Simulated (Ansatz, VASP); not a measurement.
**C in VASP and in Ansatz**

```xyz
2
Lattice="2.4661 0.0000 0.0000 -1.2330 2.1357 0.0000 0.0000 0.0000 28.0000" Properties=species:S:1:pos:R:3 pbc="T T T"
C     0.0000    1.4238   14.0000
C     1.2330    0.7119   14.0000
```

The cell was built by a generator and needn't be a form met in nature.

Alike in both runs: functional PBE; dispersion D3(BJ); k mesh 9 × 9 × 1; occupations gaussian, width 0.1 eV; no spin polarisation.

Ansatz relaxed the structure, and its values are those at the end. VASP's run is a single point on that final structure, the one shown.

|  | VASP | Ansatz |
| --- | --- | --- |
| version | VASP 6.6.1 | Ansatz 0.2.0 |
| potentials or method | VASP PAW PBE potentials, release 64 (C) | scalar-relativistic, plane waves, PAW |
| plane-wave cutoff (eV) | 520 | 420 |
| valence electrons in the cell | 8 | 8 |

Ansatz gave:

```
gap on the k mesh at the Fermi level (eV)  : none
work function, face that differs most (eV) : 4.24
```

Estimate VASP's values.

gap on the k mesh at the Fermi level (eV): none; work function, face that differs most (eV): 4.23.

A gap of «none» marks a metal or a gap that the smearing closes.
